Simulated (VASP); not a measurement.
# Al15N16 (a cell with a defect) in VASP: a series of runs

The runs below take Al15N16 (a cell with a defect) through single point, with PBEsol.

Program: VASP 6.6.1. These are calculated values, not measurements. Logs are shortened: lines on timing, memory, paths and dates and some standing lists are left out, and cuts for length are marked.

**1. The crystal as given**

The cell holds a defect, 31 atoms: a = 6.220 Å, b = 6.220 Å, c = 9.960 Å, α = 90.00°, β = 90.00°, γ = 120.00°.

**2. Single point, PBEsol, collinear spin, ferromagnetic start**

The input, INCAR:

```
PREC = Accurate ; ENCUT = 450
EDIFF = 1E-5 ; ISMEAR = 0
SIGMA = 0.03 ; LREAL = Auto
LASPH = T ; NELM = 120
ALGO = Normal ; ISIF = 2
LWAVE = F ; LCHARG = F
ISPIN = 2 ; MAGMOM = 0 0 0 0 0 0 0 0 0 0 0 0 0 0 0 0.75 0 0 0 0 0 0 0 0 0.75 0 0.75 0 0.75 0 0
LORBIT = 11 ; GGA = PS
NBANDS = 88 ; KPAR = 4
```

The input, KPOINTS:

```
regular mesh
0
Gamma
  3 3 2
```

The input, POSCAR:

```
Al15N16
1.0
    6.2200008610      0.0000000000      0.0000000000
   -3.1100004305      5.3866787572      0.0000000000
    0.0000000000      0.0000000000      9.9600000000
Al N
15 16
Direct
    0.3333333333      0.1666666667      0.5000000000
    0.3333333333      0.6666666667      0.0000000000
    0.3333333333      0.6666666667      0.5000000000
    0.8333333333      0.1666666667      0.0000000000
    0.8333333333      0.1666666667      0.5000000000
    0.8333333333      0.6666666667      0.0000000000
    0.8333333333      0.6666666667      0.5000000000
    0.1666666667      0.3333333333      0.2500000000
    0.1666666667      0.3333333333      0.7500000000
    0.1666666667      0.8333333333      0.2500000000
    0.1666666667      0.8333333333      0.7500000000
    0.6666666667      0.3333333333      0.2500000000
    0.6666666667      0.3333333333      0.7500000000
    0.6666666667      0.8333333333      0.2500000000
    0.6666666667      0.8333333333      0.7500000000
    0.3333333333      0.1666666667      0.1910000000
    0.3333333333      0.1666666667      0.6910000000
    0.3333333333      0.6666666667      0.1910000000
    0.3333333333      0.6666666667      0.6910000000
    0.8333333333      0.1666666667      0.1910000000
    0.8333333333      0.1666666667      0.6910000000
    0.8333333333      0.6666666667      0.1910000000
    0.8333333333      0.6666666667      0.6910000000
    0.1666666667      0.3333333333      0.4410000000
    0.1666666667      0.3333333333      0.9410000000
    0.1666666667      0.8333333333      0.4410000000
    0.1666666667      0.8333333333      0.9410000000
    0.6666666667      0.3333333333      0.4410000000
    0.6666666667      0.3333333333      0.9410000000
    0.6666666667      0.8333333333      0.4410000000
    0.6666666667      0.8333333333      0.9410000000
```

Potentials or basis: VASP PAW PBE potentials, release 64 (Al, N).

The run is started by

```console
cat potpaw_PBE.64/Al/POTCAR potpaw_PBE.64/N/POTCAR > POTCAR
mpirun -np 4 vasp_std > vasp.out
```

OUTCAR:

```text
PREC = Accurate
   ENCUT = 450
   EDIFF = 1E-5
   ISMEAR = 0
   LREAL = Auto
   LASPH = T
   NELM = 120
   ISIF = 2
   ISPIN = 2
   LORBIT = 11
   GGA = PS

 ion  position               nearest neighbor table
   1  0.333  0.167  0.500-  24 1.89  28 1.89  26 1.89  17 1.90   8 3.07   9 3.07  12 3.07  13 3.07
                            10 3.07  11 3.07   5 3.11   5 3.11   7 3.11   3 3.11   3 3.11   7 3.11
   2  0.333  0.667  0.000-  27 1.89  31 1.89  25 1.89  18 1.90  10 3.07  11 3.07  14 3.07  15 3.07
                             8 3.07   9 3.07   6 3.11   6 3.11   4 3.11   4 3.11
   3  0.333  0.667  0.500-  26 1.89  30 1.89  24 1.89  19 1.90  10 3.07  11 3.07  14 3.07  15 3.07
                             8 3.07   9 3.07   7 3.11   7 3.11   1 3.11   1 3.11   5 3.11   5 3.11
   4  0.833  0.167  0.000-  29 1.89  25 1.89  31 1.89  20 1.90  12 3.07  13 3.07   8 3.07   9 3.07
                            14 3.07  15 3.07   2 3.11   6 3.11   6 3.11   2 3.11
   5  0.833  0.167  0.500-  28 1.89  24 1.89  30 1.89  21 1.90  12 3.07  13 3.07   8 3.07   9 3.07
                            14 3.07  15 3.07   1 3.11   1 3.11   7 3.11   7 3.11   3 3.11   3 3.11
   6  0.833  0.667  0.000-  31 1.89  27 1.89  29 1.89  22 1.90  14 3.07  15 3.07  10 3.07  11 3.07
                            12 3.07  13 3.07   2 3.11   2 3.11   4 3.11   4 3.11
   7  0.833  0.667  0.500-  30 1.89  26 1.89  28 1.89  23 1.90  14 3.07  15 3.07  10 3.07  11 3.07
                            12 3.07  13 3.07   3 3.11   3 3.11   5 3.11   5 3.11   1 3.11   1 3.11
   8  0.167  0.333  0.250-  16 1.89  20 1.89  18 1.89  24 1.90   1 3.07   4 3.07   5 3.07   2 3.07
                             3 3.07  12 3.11  12 3.11  14 3.11  10 3.11  10 3.11  14 3.11
   9  0.167  0.333  0.750-  17 1.89  21 1.89  19 1.89  25 1.90   1 3.07   4 3.07   5 3.07   2 3.07
[... 15 lines left out ...]
  18  0.333  0.667  0.191-  10 1.89  14 1.89   8 1.89   2 1.90
  19  0.333  0.667  0.691-  11 1.89  15 1.89   9 1.89   3 1.90
  20  0.833  0.167  0.191-  12 1.89   8 1.89  14 1.89   4 1.90
  21  0.833  0.167  0.691-  13 1.89   9 1.89  15 1.89   5 1.90
  22  0.833  0.667  0.191-  14 1.89  10 1.89  12 1.89   6 1.90
  23  0.833  0.667  0.691-  15 1.89  11 1.89  13 1.89   7 1.90
  24  0.167  0.333  0.441-   1 1.89   5 1.89   3 1.89   8 1.90
  25  0.167  0.333  0.941-   4 1.89   2 1.89   9 1.90
  26  0.167  0.833  0.441-   3 1.89   7 1.89   1 1.89  10 1.90
  27  0.167  0.833  0.941-   2 1.89   6 1.89  11 1.90
  28  0.667  0.333  0.441-   5 1.89   1 1.89   7 1.89  12 1.90
  29  0.667  0.333  0.941-   4 1.89   6 1.89  13 1.90
  30  0.667  0.833  0.441-   7 1.89   3 1.89   5 1.89  14 1.90
  31  0.667  0.833  0.941-   6 1.89   2 1.89   4 1.89  15 1.90

  LATTYP: Found a hexagonal cell.
 ALAT       =     6.2200008610
 C/A-ratio  =     1.6012859520

  Lattice vectors:

 A1 = (   6.2200008610,   0.0000000000,   0.0000000000)
 A2 = (  -3.1100004305,   5.3866787572,   0.0000000000)
 A3 = (   0.0000000000,   0.0000000000,   9.9600000000)

Analysis of symmetry for initial positions (statically):
=====================================================================
 Subroutine PRICEL returns:
 Original cell was already a primitive cell.

 Routine SETGRP: Setting up the symmetry group for a
 hexagonal supercell.

[... 231 lines left out ...]
 spin component 1

 k-point     1 :       0.0000    0.0000    0.0000
  band No.  band energies     occupation
      1      -9.6985      1.00000
      2      -8.8226      1.00000
      3      -8.6577      1.00000
      4      -7.8005      1.00000
      5      -7.8005      1.00000
      6      -7.6972      1.00000
[... 451 lines left out ...]
     73      12.5832      0.00000
     74      12.6115      0.00000
 Fermi energy:         5.4660765921

 spin component 2

 k-point     1 :       0.0000    0.0000    0.0000
  band No.  band energies     occupation
      1      -9.6262      1.00000
      2      -8.7267      1.00000
      3      -8.4832      1.00000
      4      -7.7407      1.00000
      5      -7.7407      1.00000
      6      -7.6285      1.00000
[... 451 lines left out ...]
     73      12.6969      0.00000
     74      12.6972      0.00000
 [bands above 74 left out]

------------------------ aborting loop because EDIFF is reached ----------------------------------------

  FORCE on cell =-STRESS in cart. coord.  units (eV):
  Direction    XX          YY          ZZ          XY          YZ          ZX
  --------------------------------------------------------------------------------------
  -------------------------------------------------------------------------------------
  Total       -1.2906206     -1.2906206     -2.8371735      0.0000000     -0.0000000      0.0000000
  in kB       -6.1963840     -6.1963840    -13.6215214      0.0000000     -0.0000000      0.0000000
  external PRESSURE =      -8.6714298 kB  Pullay stress =       0.0000000 kB

 VOLUME and BASIS-vectors are now :
 -----------------------------------------------------------------------------
  energy-cutoff  :      450.00
  volume of cell :      333.71
      direct lattice vectors                 reciprocal lattice vectors
     6.220000861  0.000000000  0.000000000     0.160771682  0.092821574  0.000000000
    -3.110000430  5.386678757  0.000000000     0.000000000  0.185643148  0.000000000
     0.000000000  0.000000000  9.960000000     0.000000000  0.000000000  0.100401606

 POSITION                                       TOTAL-FORCE (eV/Angst)
 -----------------------------------------------------------------------------------
      1.55500      0.89778      4.98000         0.000000     -0.000000      0.178613
     -0.00000      3.59112      0.00000         0.611121      0.352831      0.497908
     -0.00000      3.59112      4.98000         0.104600      0.060391     -0.069161
      4.66500      0.89778      0.00000        -0.000000     -0.705662      0.497908
      4.66500      0.89778      4.98000         0.000000     -0.120782     -0.069161
      3.11000      3.59112      0.00000        -0.611121      0.352831      0.497908
[... 23 lines left out ...]
      1.55500      4.48890      4.39236         0.000000     -0.000000      0.183195
      1.55500      4.48890      9.37236         0.000000     -0.000000     -0.177014
 -----------------------------------------------------------------------------------
    total drift:                                0.000000      0.000001      0.028901

  FREE ENERGIE OF THE ION-ELECTRON SYSTEM (eV)
  ---------------------------------------------------
  free  energy   TOTEN  =      -236.3454901585 eV

  energy  without entropy=     -236.3438012327  energy(sigma->0) =     -236.34464570

 total charge

# of ion       s       p       d       tot
------------------------------------------
    1        0.369   0.444   0.000   0.813
    2        0.372   0.443   0.000   0.814
    3        0.370   0.443   0.000   0.812
    4        0.372   0.443   0.000   0.814
    5        0.370   0.443   0.000   0.812
    6        0.372   0.443   0.000   0.814
[... 23 lines left out ...]
   30        1.224   2.612   0.000   3.836
   31        1.223   2.612   0.000   3.835
--------------------------------------------------
tot         25.275  47.662   0.000  72.937

 magnetization (x)

# of ion       s       p       d       tot
------------------------------------------
    1        0.000   0.000   0.000   0.001
    2       -0.002  -0.002   0.000  -0.004
    3        0.000   0.001   0.000   0.001
    4       -0.002  -0.002   0.000  -0.004
    5        0.000   0.001   0.000   0.001
    6       -0.002  -0.002   0.000  -0.004
[... 23 lines left out ...]
   30        0.000   0.005   0.000   0.005
   31       -0.000  -0.005   0.000  -0.005
--------------------------------------------------
tot          0.068   1.645   0.000   1.714
```

OSZICAR:

```text
N       E                     dE             d eps       ncg     rms          rms(c)
DAV:   1     0.448379456645E+03    0.44838E+03   -0.53393E+04  2112   0.114E+03
DAV:   2    -0.219842315095E+03   -0.66822E+03   -0.64363E+03  2672   0.242E+02
DAV:   3    -0.266551974485E+03   -0.46710E+02   -0.46180E+02  2584   0.673E+01
DAV:   4    -0.267233887729E+03   -0.68191E+00   -0.68014E+00  2576   0.892E+00
DAV:   5    -0.267248294419E+03   -0.14407E-01   -0.14397E-01  2624   0.125E+00    0.318E+01
DAV:   6    -0.236816616328E+03    0.30432E+02   -0.11663E+02  2496   0.299E+01    0.120E+01
DAV:   7    -0.236608952577E+03    0.20766E+00   -0.49688E+00  2456   0.668E+00    0.800E+00
DAV:   8    -0.236353932771E+03    0.25502E+00   -0.89845E-01  2672   0.364E+00    0.255E+00
DAV:   9    -0.236341017804E+03    0.12915E-01   -0.20361E-01  2568   0.173E+00    0.886E-01
DAV:  10    -0.236344054669E+03   -0.30369E-02   -0.80570E-02  2496   0.820E-01    0.585E-01
DAV:  11    -0.236344802903E+03   -0.74823E-03   -0.84576E-03  2592   0.356E-01    0.348E-01
DAV:  12    -0.236345320546E+03   -0.51764E-03   -0.27282E-03  2536   0.179E-01    0.154E-01
DAV:  13    -0.236345463003E+03   -0.14246E-03   -0.78183E-04  2752   0.104E-01    0.445E-02
DAV:  14    -0.236345486601E+03   -0.23598E-04   -0.16251E-04  2528   0.470E-02    0.228E-02
DAV:  15    -0.236345490158E+03   -0.35578E-05   -0.18560E-05  1688   0.169E-02
   1 F= -.23634549E+03 E0= -.23634465E+03  d E =-.168893E-02  mag=     2.5558
```

stdout:

```text
POSCAR found type information on POSCAR AlN
 POSCAR found :  2 types and      31 ions
 scaLAPACK will be used
 -----------------------------------------------------------------------------
|                                                                             |
|                                                                             |
|     You enforced a specific xc type in the INCAR file but a different       |
|     I HOPE YOU KNOW WHAT YOU ARE DOING!                                     |
|                                                                             |
 -----------------------------------------------------------------------------

 LDA part: xc-table for (Slater+PW92), standard interpolation
 POSCAR, INCAR and KPOINTS ok, starting setup
 FFT: planning ... GRIDC
 FFT: planning ... GRID_SOFT
 FFT: planning ... GRID
 WAVECAR not read
 entering main loop
```

Wall time 2.9 min (4 MPI ranks of Intel Xeon Platinum 8488C (Sapphire Rapids), shared host); peak memory 0.6 GiB.

Results:

* Free energy: -236.3455 eV
* Largest force: 1.537 eV/Å
* Band gap on the k mesh: none (metal or under the smearing width)
* Net moment: 2.56 μB per cell
* Site moments: Al +0.00, -0.00; N +0.42, +0.01, -0.00, +0.02, +0.03, +0.39, -0.01 μB
* Valence electrons inside the program's atomic spheres: Al 0.81; N 3.69, 3.83, 3.84, 3.68

Forces in eV/Å, atoms in the order of the input:
```
Al   0.000  0.000  0.179
Al   0.611  0.353  0.498
Al   0.105  0.060 -0.069
Al   0.000 -0.706  0.498
Al   0.000 -0.121 -0.069
Al  -0.611  0.353  0.498
Al  -0.105  0.060 -0.069
Al  -0.178  0.103 -0.880
Al   0.473 -0.273  0.287
Al   0.000 -0.206 -0.880
Al   0.000  0.546  0.287
Al   0.178  0.103 -0.880
Al  -0.473 -0.273  0.287
Al   0.000  0.000 -0.322
Al   0.000  0.000  0.325
N    0.000  0.000  1.517
N    0.000  0.000 -0.338
N   -0.015 -0.008  0.298
N   -0.036 -0.021 -0.156
N    0.000  0.017  0.298
N    0.000  0.041 -0.156
N    0.015 -0.008  0.298
N    0.036 -0.021 -0.156
N    0.086 -0.050  0.061
N   -1.261  0.728 -0.494
N    0.000  0.099  0.061
N    0.000 -1.456 -0.494
N   -0.086 -0.050  0.061
N    1.261  0.728 -0.494
N    0.000  0.000  0.183
N    0.000  0.000 -0.177
```

Caveat: the k mesh is coarse (spacing up to 0.39 Å⁻¹), so the values aren't converged; the cutoff is under 1.25 times the usual one of these potentials, so pressure, stress and relaxed cells hold a basis-set (Pulay) error; the PAW data sets were made with another functional, which shifts forces and pressure a little.

(Part 1 of 2 ends here.)
